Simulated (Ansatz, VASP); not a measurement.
**RbBr in VASP and in Ansatz**

Contents of INCAR:

```
SYSTEM = RbBr
  PREC = Accurate
  ENCUT = 520
  EDIFF = 1E-6
  ISMEAR = 0
  SIGMA = 0.05
  LREAL = .FALSE.
  LASPH = .TRUE.
  NELM = 100
  ALGO = Normal
  ISIF = 2
  LWAVE = .FALSE.
  LCHARG = .FALSE.
  GGA = PE
  NBANDS = 15
```

KPOINTS

```
Automatic mesh
0
G
  6 6 6
  0 0 0
```

Contents of POSCAR:

```
RbBr
1.0
    0.0000000000      2.9941970429      4.4912955643
    2.9941970429      0.0000000000      4.4912955643
    2.9941970429      2.9941970429      0.0000000000
Rb Br
1 1
Direct
    0.0000000000      0.0000000000      0.0000000000
    0.5000000000      0.5000000000      0.5000000000
```

Input for Ansatz:

```yaml
crystal:
  lattice:
    - [0.0, 2.9941970429, 4.4912955643]
    - [2.9941970429, 0.0, 4.4912955643]
    - [2.9941970429, 2.9941970429, 0.0]
  atoms:
    - { symbol: Rb, position: [0.0, 0.0, 0.0] }
    - { symbol: Br, position: [0.5, 0.5, 0.5] }
basis:
  ecutwfc: 420
kpoints:
  mp_grid: { grid: [6, 6, 6] }
hamiltonian:
  xc: pbe
scf:
  occupations: { method: gaussian, width: 0.05 }
output:
  forces: true
  stress: true
  eigenvalues: true
```

Alike in both runs: task single point; functional PBE; k mesh 6 × 6 × 6; occupations gaussian, width 0.05 eV; no spin polarisation.

```csv
,VASP,Ansatz
version,VASP 6.6.1,Ansatz 0.2.0
potentials or method,"VASP PAW PBE potentials, release 64 (Rb_sv, Br)","scalar-relativistic, plane waves, PAW"
plane-wave cutoff (eV),520,420
valence electrons in the cell,16,16
```

Ansatz gave:

| Item | Value |
| --- | --- |
| gap on the k mesh at the Fermi level (eV) | 3.81 |
| least direct gap on the mesh (eV) | 3.81 |
| pressure (GPa) | 7.3 |
| largest component of the traceless stress (GPa) | 8.01 |

Task: Which values does VASP return?

Result: gap on the k mesh at the Fermi level (eV): 3.80; least direct gap on the mesh (eV): 3.80; pressure (GPa): 7.4; largest component of the traceless stress (GPa): 8.10.

A k mesh can miss the band edges. A hybrid or GW would open this gap; PBE tends to underestimate it.
